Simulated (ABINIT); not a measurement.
Pb:

```
Pb
1.0
     0.00000    2.47502    2.47502
     2.47502    0.00000    2.47502
     2.47502    2.47502    0.00000
Pb
1
Direct
  0.00000 0.00000 0.00000
```

| Quantity | Value |
| --- | --- |
| Program | ABINIT 10.8.3 (patched build) |
| Task | single point |
| Functional | PBE |
| Potentials or basis | JTH PAW PBE v2.0 |
| Cutoff | 599 eV |
| k mesh | 9 × 9 × 9 |
| Occupations | fermi-dirac, width 0.05 eV |
| Spin | no spin polarisation |

On this cell: pressure 2.3 GPa; band gap on the k mesh none (metal or under the smearing width).

The same run follows on a disturbed copy (cell strained at random at fixed volume):

```
Pb
1.0
    -0.00696    2.46968    2.44843
     2.44759   -0.02698    2.46845
     2.45382    2.49594   -0.03322
Pb
1
Cartesian
  0.0581 0.0106 -0.0133
```

**Question.** What changes?

**Answer.** The energy (extrapolated to zero smearing) moves by +2.0 meV/atom; pressure 2.4 GPa; band gap on the k mesh none (metal or under the smearing width).

Stress tensor (GPa, compression positive):
```
 2.57 -0.01  0.18
-0.01  2.19  0.77
 0.18  0.77  2.36
```
